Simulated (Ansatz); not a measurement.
# PbS (Cmcm) in Ansatz: notebook, part 2 of 2

Ansatz 0.2.0.

## (10) Band structure, PBE

input.yaml

```yaml
crystal:
  lattice:
    - [2.079952695, -5.991296865, 0.0]
    - [2.079952695, 5.991296865, 0.0]
    - [0.0, 0.0, 4.27932094]
  atoms:
    - { symbol: Pb, position: [0.13056335, 0.86943665, 0.25] }
    - { symbol: Pb, position: [0.86943665, 0.13056335, 0.75] }
    - { symbol: S, position: [0.35479709, 0.64520291, 0.25] }
    - { symbol: S, position: [0.64520291, 0.35479709, 0.75] }
hamiltonian:
  xc: pbe
  pseudopotentials: { kind: nc }
kpoints:
  mp_grid: { grid: [7, 7, 6] }
  band_path:
    path:
      - [[0.0, 0.0, 0.0], [0.2801304242, 0.2801304242, 0.0], [0.0, 0.5, 0.0], [0.0, 0.5, 0.5], [0.2801304242, 0.2801304242, 0.5], [0.0, 0.0, 0.5], [0.0, 0.0, 0.0], [-0.5, 0.5, 0.0], [-0.2801304242, 0.7198695758, 0.0], [-0.2801304242, 0.7198695758, 0.5], [-0.5, 0.5, 0.5], [-0.5, 0.5, 0.0]]
      - [[0.0, 0.0, 0.5], [-0.5, 0.5, 0.5]]
    npoints: 14
scf:
  occupations: { method: fermi_dirac, width: 0.05 }
  n_extra_bands: 10
output:
  forces: true
  stress: true
  eigenvalues: true
  fatbands: false
  write_density: true
  write_potential: true
  elf: true
  volumetric_format: npy
```

Potentials or basis: Ansatz NC with PseudoDojo standard (PBE files).

Started as:

```console
$ ansatz run input.yaml --threads 2 --pin off --max-ram 5120MiB --backend cpu --events-out ev --progress --plain --runs-dir out
```

The program printed:

```text
Warning: RAYON_NUM_THREADS=2 ignored (pool sized by the plan → 2); use --threads N
scf.n_extra_bands = 10 over 20 filled bands (N_el = 40.0): the run solves 30 bands
Engine: ansatz 0.2.0, aarch64-unknown-linux-gnu
Pseudopotentials: kind: nc
Pseudopotential: Pb, nc, valence charge 14, recommended cutoff 850 eV (normal), Pb.nc.azcp
Pseudopotential: S, nc, valence charge 6, recommended cutoff 770 eV (normal), S.nc.azcp (PseudoDojo's, or run here from an input of PseudoDojo's: the run reads no file of this project's for it)
Functional definition: PBE
  parameter kappa = 0.804
  parameter beta = 0.06672455060314922
  exchange = pbe_x(kappa = kappa, mu = beta*pi^2/3)
  correlation = pbe_c(beta = beta)
Crystal: 4 atoms, lattice volume = 106.654 Å³
Basis set: ecut = 850 eV, 5953 PW (Γ), exchange–correlation on 128×128×90 points (8 copies of the dense FFT grid, shifted against one another)
Bands: 30, of which v1, the nominal top of the filled ones, is band 20 counted from 1 (19 counted from 0)
Symmetry: 8 space group operations
Space group: Cmcm (ITA 63), of the structure as read, at distance tolerance 4.7e-5 Å
k-points: 64 of 294
Non-local potential: Pb, projectors of the file, l = 0: 3, l = 1: 3, l = 2: 2, l = 3: 1
Non-local potential: S, projectors of the file, l = 0: 2, l = 1: 2, l = 2: 2
Initial density: superposition of atomic densities (chi_scale 0.1, normalization cell, long waves kept (reshape's long-wave potential 0.01 eV rms))
Initial wavefunctions: pseudopotential atomic-orbital guess
Functional: x = pbe(κ = 0.804, μ = 0.2195149727645171), c = pbe(β = 0.06672455060314922)
SCF iter   1: F=—  HF=-5110.851920 eV  |F-HF|=—  |Δ(HF+E_count)|=         —  Δρ=3.18e-2  dr2=2.30e0  ethr=3.10e-3  ⟨swp⟩=22.8  Hψ=24023  notcnv=0  defer=47
preconditioner: auto → Resta (q_TF=auto, 2.317 Å⁻¹)  ε∞=3.0  [insulator: Δε(μ)=1.802 eV  Ē_g=16.264 eV  σ=0.050 eV  W_gap=1.00  n_scr=26 (ndim 8)  ℏωp=22.7 eV  f_vac=0.000  D(μ)=0.00/eV (n_scr^D=0)  ε∞_Penn≈3.0]
SCF iter   2: F=—  HF=-5110.257209 eV  |F-HF|=—  |Δ(HF+E_count)|=   5.95e-1  Δρ=1.19e-2  dr2=1.75e-1  ethr=3.10e-3  ⟨swp⟩=5.8  Hψ=5115  notcnv=0  defer=202
SCF iter   3: F=—  HF=-5110.258013 eV  |F-HF|=—  |Δ(HF+E_count)|=   8.03e-4  Δρ=5.71e-3  dr2=2.37e-2  ethr=4.37e-4  ⟨swp⟩=6.1  Hψ=5470  notcnv=0  defer=202
SCF iter   4: F=—  HF=-5110.265816 eV  |F-HF|=—  |Δ(HF+E_count)|=   7.80e-3  Δρ=1.42e-3  dr2=3.07e-3  ethr=5.92e-5  ⟨swp⟩=4.9  Hψ=5557  notcnv=0  defer=202
SCF iter   5: F=—  HF=-5110.265028 eV  |F-HF|=—  |Δ(HF+E_count)|=   7.88e-4  Δρ=3.58e-4  dr2=1.18e-4  ethr=7.68e-6  ⟨swp⟩=4.7  Hψ=5273  notcnv=0  defer=202
SCF iter   6: F=—  HF=-5110.264981 eV  |F-HF|=—  |Δ(HF+E_count)|=   4.69e-5  Δρ=9.45e-5  dr2=1.29e-5  ethr=2.95e-7  ⟨swp⟩=5.1  Hψ=5373  notcnv=0  defer=202
SCF iter   7: F=—  HF=-5110.264987 eV  |F-HF|=—  |Δ(HF+E_count)|=   5.97e-6  Δρ=3.36e-5  dr2=1.45e-6  ethr=3.24e-8  ⟨swp⟩=4.5  Hψ=4405  notcnv=0  defer=202
SCF iter   8: F=-5110.264987 eV  HF=-5110.264987 eV  |F-HF|=1.61e-8  |Δ(HF+E_count)|=   4.10e-7  Δρ=7.23e-6  dr2=4.70e-8  ethr=2.50e-10  ⟨swp⟩=40.6  Hψ=37646  notcnv=0
SCF 1 converged in 8 iterations: F = -5110.264987 eV  dr2 = 4.70e-8
  Residual-converged pass: ⟨swp⟩=1.0  Hψ=2179  notcnv=0  max |occ|·‖R‖ = 7.1e-9 eV (tolerance 1.0e-8 eV)  dr2=4.70e-8  max |Δocc| = 2.0e-14
NSCF: frozen V_eff on 170 k-points
SCF converged after 8 iterations
Free energy (F): -5110.264987 eV
Harris-Foulkes:  -5110.264987 eV  (|F-HF|=1.61e-8)
Internal energy: -5110.264987 eV  (E = F + TS)
E sigma→0 (E₀):  -5110.264987 eV
Entropy (-TS):   -0.000000 eV (-0.000 meV/atom)
Fermi energy:    8.343320 eV
--- Per-component energies (eV) ---
  E_band       = -114.041687
  E_kinetic    = 2163.656936
  E_local      = -2672.112098  (includes V_loc(G=0)·N_el)
  E_nonlocal   = -532.416515
  E_hartree    = 866.479456
  E_xc         = -1956.627146
  E_vxc        = -806.122551  (∫ρ·V_xc dr)
  E_ewald      = -2979.245620
  E_smearing   = -0.000000  (= −TS)
  E_closure    = 0.000000  (closes the sum)
  Σ components = -5110.264987   (vs F -5110.264987, Δ=0.00e0)
--- Forces (eV/Å), atoms counted from 1 ---
  atom   1  Pb     0.00000000     0.07647132     0.00000000
  atom   2  Pb     0.00000000    -0.07647132     0.00000000
  atom   3  S      0.00000000    -0.10440039     0.00000000
  atom   4  S      0.00000000     0.10440039     0.00000000
  max |Σ_I F_I| component: 0.00e0 eV/Å
--- Stress (GPa, compression-positive) ---
        0.962478       0.000000       0.000000
        0.000000       1.373712       0.000000
        0.000000       0.000000       0.900128
  P = ⅓ Tr σ = 1.0788 GPa (10.788 kbar)
--- Band table (eV; the first three rows and the last of 64) ---
  k-point 0: bands = ["-8.6547", "-8.5544", "-8.5464", "-8.5436", "-8.5093", "-8.4999", "-8.4914", "-8.4903", "-8.4752", "-8.4324", "-5.2209", "-3.4368", "0.9564", "1.8939", "3.5602", "4.8227", "5.3765", "6.1024", "6.2770", "7.2559", "12.4096", "12.4735", "12.6363", "13.3312", "13.5712", "13.5776", "13.8537", "14.7163", "15.1516", "17.0926"]
  k-point 1: bands = ["-8.6380", "-8.5552", "-8.5486", "-8.5305", "-8.5110", "-8.5093", "-8.5037", "-8.4775", "-8.4700", "-8.4428", "-5.0651", "-3.4443", "0.5537", "1.5132", "3.7233", "5.2473", "5.5781", "6.2696", "6.6344", "7.0874", "11.7849", "11.9267", "12.1106", "12.5839", "12.9618", "13.0979", "13.7916", "15.4651", "15.9638", "17.2993"]
  k-point 2: bands = ["-8.6032", "-8.5609", "-8.5364", "-8.5278", "-8.5272", "-8.5101", "-8.4966", "-8.4693", "-8.4678", "-8.4653", "-4.6292", "-3.5890", "0.0183", "0.7223", "4.2477", "5.6538", "6.1058", "6.6217", "6.9981", "7.3635", "10.3329", "10.4741", "10.8156", "11.4883", "12.7602", "12.7764", "15.3062", "16.5807", "17.0271", "17.8445"]
  k-point 63: bands = ["-8.5865", "-8.5865", "-8.5223", "-8.5223", "-8.5090", "-8.5090", "-8.4777", "-8.4777", "-8.4756", "-8.4756", "-3.9868", "-3.9868", "-0.3003", "-0.3003", "6.4123", "6.4123", "6.5421", "6.5421", "7.3149", "7.3149", "9.5046", "9.5046", "10.9420", "10.9420", "11.2838", "11.2838", "16.4014", "16.4014", "16.9304", "16.9304"]
```

Run time: 50 s. Hardware: 2 threads of Arm Neoverse V1, shared host; peak memory 1.1 GiB.

Results:

| Quantity | Value |
| --- | --- |
| Free energy | -5110.2650 eV |
| Pressure | 1.1 GPa |
| Largest force | 0.104 eV/Å |
| Band gap on the k mesh | 1.26 eV, indirect (least direct gap 1.44 eV) |
| Band gap along the path | 1.14 eV, indirect (least direct gap 1.21 eV) |

Forces in eV/Å, atoms in the order of the input:
```
Pb   0.000  0.076  0.000
Pb   0.000 -0.076  0.000
S    0.000 -0.104  0.000
S    0.000  0.104  0.000
```

Stress tensor (GPa, compression positive):
```
0.96 0.00 0.00
0.00 1.37 0.00
0.00 0.00 0.90
```

Levels at the corners of the path, in eV from the valence-band top:
```
point  band 17  band 18  band 19  band 20  band 21  band 22  band 23  band 24
    Γ    -2.41    -1.68    -1.50    -0.53     4.63     4.69     4.85     5.55
    X    -1.39    -1.26    -0.69    -0.27     1.64     1.81     2.08     2.66
    S    -1.38    -1.20    -0.40    -0.39     1.75     1.85     2.21     2.94
    R    -3.13    -3.13    -1.47    -1.47     3.39     3.39     5.23     5.23
    A    -2.79    -2.79    -1.50    -1.50     3.20     3.20     5.67     5.67
    Z    -1.15    -1.15    -0.15    -0.15     1.80     1.80     2.77     2.77
    Γ    -2.41    -1.68    -1.50    -0.53     4.63     4.69     4.85     5.55
    Y    -1.97    -1.89    -1.34    -0.50     1.15     4.44     4.80     4.92
   X1    -1.39    -1.26    -0.69    -0.27     1.64     1.81     2.08     2.66
   A1    -2.79    -2.79    -1.50    -1.50     3.20     3.20     5.67     5.67
    T    -1.24    -1.24    -0.50    -0.50     1.67     1.67     3.18     3.18
    Y    -1.97    -1.89    -1.34    -0.50     1.15     4.44     4.80     4.92
    Z    -1.15    -1.15    -0.15    -0.15     1.80     1.80     2.77     2.77
    T    -1.24    -1.24    -0.50    -0.50     1.67     1.67     3.18     3.18
```

Caveat: the k mesh misses the band edges, so the gap on the mesh is wider than the one along the path; spin-orbit coupling is left out, which as a rule narrows the gap of such compounds by several tenths of an eV.
